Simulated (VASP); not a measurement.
# Al2O3 (P-6m2) in VASP: further runs, part 2 of 2

VASP 6.6.1. The steps go on from the part before.

## (6) Single point, LDA

The input, INCAR:

```
ADDGRID = False
ALGO = Normal
EDIFF = 1E-7
ENCUT = 400
GGA = CA
ISIF = 2
ISMEAR = 0
LASPH = False
LCHARG = False
LREAL = False
LWAVE = False
NBANDS = 20
NELM = 100
PREC = Accurate
SIGMA = 0.05
```

The input, KPOINTS:

```
k-points
0
Gamma
  8 8 2
```

The input, POSCAR:

```
Al2O3
1.0
    2.8843249483      0.0000000000      0.0000000000
   -1.4421624742      2.4978986780      0.0000000000
    0.0000000000      0.0000000000      9.3367544600
Al O
2 3
Direct
    0.0000000000      0.0000000000      0.8500076700
    0.0000000000      0.0000000000      0.1499923300
    0.3333333333      0.6666666667      0.7776830800
    0.6666666667      0.3333333333      0.0000000000
    0.3333333333      0.6666666667      0.2223169200
```

Potentials or basis: VASP PAW LDA potentials, release 64 (Al, O).

Command:

```
> cat potpaw_LDA.64/Al/POTCAR potpaw_LDA.64/O/POTCAR > POTCAR
> mpirun -np 1 vasp_std > vasp.out
```

OUTCAR:

```text
EDIFF = 1E-7
   ENCUT = 400
   GGA = CA
   ISIF = 2
   ISMEAR = 0
   LASPH = False
   LREAL = False
   NELM = 100
   PREC = Accurate

 Found     20 irreducible k-points:

 Following reciprocal coordinates:
            Coordinates               Weight
  0.000000  0.000000  0.000000      1.000000
  0.125000 -0.000000  0.000000      6.000000
  0.250000 -0.000000  0.000000      6.000000
  0.375000  0.000000  0.000000      6.000000
  0.500000 -0.000000  0.000000      3.000000
  0.125000  0.125000  0.000000      6.000000
   k-points           NKPTS =     20   k-points in BZ     NKDIM =     20   number of bands    NBANDS=     20
   number of dos      NEDOS =    301   number of ions     NIONS =      5
   total plane-waves  NPLWV =  25600
   dimension x,y,z NGX =    20 NGY =   20 NGZ =   64
   dimension x,y,z NGXF=    40 NGYF=   40 NGZF=  128
   ions per type =               2   3
   NGX,Y,Z   is equivalent  to a cutoff of  11.53, 11.53, 11.40 a.u.
   NGXF,Y,Z  is equivalent  to a cutoff of  23.06, 23.06, 22.79 a.u.
 SYSTEM =  unknown system
   PREC   = accura    normal or accurate (medium, high low for compatibility)
   ISTART =      0    job   : 0-new  1-cont  2-samecut
   ICHARG =      2    charge: 1-file 2-atom 10-const
   ISPIN  =      1    spin polarized calculation?
   LNONCOLLINEAR =      F non collinear calculations
   LSORBIT =      F    spin-orbit coupling
   LASPH  =      F    aspherical Exc in radial PAW
   ENCUT  =  400.0 eV  29.40 Ry    5.42 a.u.   4.70  4.70 15.23*2*pi/ulx,y,z
   NELM   =    100;   NELMIN=  2; NELMDL= -5     # of ELM steps
   EDIFF  = 0.1E-06   stopping-criterion for ELM
   LREAL  =      F    real-space projection
   EDIFFG = 0.1E-05   stopping-criterion for IOM
   NSW    =      0    number of steps for IOM
   IBRION =     -1    ionic relax: 0-MD 1-quasi-New 2-CG
   NFREE  =      0    steps in history (QN), initial steepest desc. (CG)
   ISIF   =      2    stress and relaxation
   ISYM   =      2    0-nonsym 1-usesym 2-fastsym
   POTIM  = 0.5000    time-step for ionic-motion
   TEBEG  =    0.0;   TEEND  =   0.0 temperature during run
   PSTRESS=    0.0 pullay stress
   NELECT =      24.0000    total number of electrons
   NUPDOWN=      -1.0000    fix difference up-down
   EMIN   =  10.00;   EMAX   =-10.00  energy-range for DOS
   EFERMI =   0.00;   METHOD = LEGACY
   ISMEAR =     0;   SIGMA  =   0.05  broadening in eV -4-tet -1-fermi 0-gaus
   EFERMI_NEDOS =   21; number of points for ismear=-14 and -15
   IALGO  =     38    algorithm
   IMIX   =      4    mixing-type and parameters
     AMIX     =   0.40;   BMIX     =  1.00
     AMIX_MAG =   1.60;   BMIX_MAG =  1.00
  volume/ion in A,a.u.               =      13.45        90.79
  Fermi-wavevector in a.u.,A,eV,Ry     =   1.161111  2.194181 18.343074  1.348178
  Thomas-Fermi vector in A             =   2.297686
   LORBIT       =      0    0 simple, 1 ext, 2 COOP (PROOUT), +10 PAW based schemes
   GGA     = CA    functional components
   LHFCALC =     F    Hartree Fock is set to
   AEXX    =    0.0000 exact exchange contribution
   IVDW    =     0    specifies the selected vdW correction
   LEPSILON=     F    determine dielectric tensor
   LRPA    =     F    only Hartree local field effects (RPA)
 non-spin polarized calculation
 Gauss-broadening in eV      SIGMA  =   0.05
  energy-cutoff  :      400.00
  volume of cell :       67.27
 maximum number of plane-waves:      1243
 NGX is ok and might be reduce to    20
   NGX =  9   NGY =  9   NGZ = 31

 number of electron      24.0000010 magnetization

 Free energy of the ion-electron system (eV)
  ---------------------------------------------------
  ext. energy  EPLUGINS =         0.00000000
  ---------------------------------------------------
  free energy    TOTEN  =       -40.16555071 eV

  energy without entropy =      -40.16555071  energy(sigma->0) =      -40.16555071

 E-fermi :   0.8536     XC(G=0):  -8.8986

 val. band max:        0.5525563826   @ k =   0.1250   0.1250   0.0000
 cond. band min:       5.2976658303   @ k =   0.0000   0.0000   0.0000
 fundamental gap:      4.7451094476
 Fermi energy:         0.8536456896

 k-point     1 :       0.0000    0.0000    0.0000
  band No.  band energies     occupation
      1     -17.9108      2.00000
      2     -16.8551      2.00000
      3     -15.6232      2.00000
      4      -4.4358      2.00000
      5      -1.5577      2.00000
      6      -0.9366      2.00000
[... 12 lines left out ...]
     19      15.1706      0.00000
     20      15.1763      0.00000
[... 93 lines left out ...]
 k-point     6 :       0.1250    0.1250    0.0000
  band No.  band energies     occupation
      1     -17.3524      2.00000
      2     -16.4469      2.00000
      3     -15.4405      2.00000
      4      -4.2616      2.00000
      5      -2.8967      2.00000
      6      -2.4321      2.00000
[... 12 lines left out ...]
     19      13.3346      0.00000
     20      14.0188      0.00000

 [... further k-points ...]
[... 5 lines left out ...]
  --------------------------------------------------------------------------------------
  -------------------------------------------------------------------------------------
  Total       -4.6722061     -4.6722061     -3.8708029      0.0000000      0.0000000      0.0000000
  in kB     -111.2801330   -111.2801330    -92.1927348      0.0000000      0.0000000      0.0000000
  external PRESSURE =    -104.9176669 kB  Pullay stress =       0.0000000 kB

 VOLUME and BASIS-vectors are now :
 -----------------------------------------------------------------------------
  energy-cutoff  :      400.00
  volume of cell :       67.27
      direct lattice vectors                 reciprocal lattice vectors
     2.884324948  0.000000000  0.000000000     0.346701574  0.200168247  0.000000000
    -1.442162474  2.497898678  0.000000000     0.000000000  0.400336494  0.000000000
     0.000000000  0.000000000  9.336754460     0.000000000  0.000000000  0.107103598

 POSITION                                       TOTAL-FORCE (eV/Angst)
 -----------------------------------------------------------------------------------
      0.00000      0.00000      7.93631         0.000000      0.000000     -0.018682
      0.00000      0.00000      1.40044         0.000000      0.000000      0.018682
     -0.00000      1.66527      7.26104        -0.000000     -0.000000      0.487981
      1.44216      0.83263      0.00000        -0.000000      0.000000      0.000000
     -0.00000      1.66527      2.07572         0.000000     -0.000000     -0.487981
 -----------------------------------------------------------------------------------
    total drift:                               -0.000000      0.000000     -0.000000

  FREE ENERGIE OF THE ION-ELECTRON SYSTEM (eV)
  ---------------------------------------------------
  free  energy   TOTEN  =       -40.1655507140 eV

  energy  without entropy=      -40.1655507140  energy(sigma->0) =      -40.16555071
```

OSZICAR:

```text
N       E                     dE             d eps       ncg     rms          rms(c)
DAV:   1     0.907619713366E+02    0.90762E+02   -0.10816E+04   816   0.873E+02
DAV:   2    -0.381850948713E+02   -0.12895E+03   -0.12582E+03   996   0.224E+02
DAV:   3    -0.446740603321E+02   -0.64890E+01   -0.64660E+01  1064   0.526E+01
DAV:   4    -0.447322737855E+02   -0.58213E-01   -0.58202E-01   976   0.542E+00
DAV:   5    -0.447330866711E+02   -0.81289E-03   -0.81288E-03  1060   0.615E-01    0.125E+01
DAV:   6    -0.403407128533E+02    0.43924E+01   -0.13741E+01   888   0.258E+01    0.474E+00
DAV:   7    -0.402524690329E+02    0.88244E-01   -0.47428E-01   940   0.455E+00    0.248E+00
DAV:   8    -0.401805641780E+02    0.71905E-01   -0.56484E-02  1024   0.204E+00    0.879E-01
DAV:   9    -0.401643899762E+02    0.16174E-01   -0.15615E-02  1024   0.108E+00    0.164E-01
DAV:  10    -0.401643597604E+02    0.30216E-04   -0.29629E-03   992   0.349E-01    0.135E-01
DAV:  11    -0.401652241115E+02   -0.86435E-03   -0.28688E-03   956   0.512E-01    0.855E-02
DAV:  12    -0.401654278080E+02   -0.20370E-03   -0.52127E-04   928   0.149E-01    0.577E-02
DAV:  13    -0.401655442652E+02   -0.11646E-03   -0.28901E-04   944   0.120E-01    0.198E-02
DAV:  14    -0.401655497289E+02   -0.54637E-05   -0.21311E-05  1028   0.445E-02    0.610E-03
DAV:  15    -0.401655502889E+02   -0.56002E-06   -0.43509E-06   980   0.144E-02    0.240E-03
DAV:  16    -0.401655507083E+02   -0.41943E-06   -0.48968E-07   984   0.522E-03    0.667E-04
DAV:  17    -0.401655507140E+02   -0.56825E-08   -0.47644E-08   792   0.194E-03
   1 F= -.40165551E+02 E0= -.40165551E+02  d E =-.237123E-18
```

It took 11 s on 1 thread of AMD EPYC 9R45 (Zen 5), shared host; peak memory 0.11 GiB.

The run converged, but some of its settings lie outside the range that counts as converged, so its numbers aren't taken as properties of the crystal.

What came out:

```yaml
Free_energy: -40.1656 eV
Largest_force: 0.488 eV/Å
Band_gap_on_the_k_mesh: 4.75 eV, indirect (least direct gap 5.00 eV)
```

Caveat: the cutoff is under 1.25 times the usual one of these potentials, so pressure, stress and relaxed cells hold a basis-set (Pulay) error.
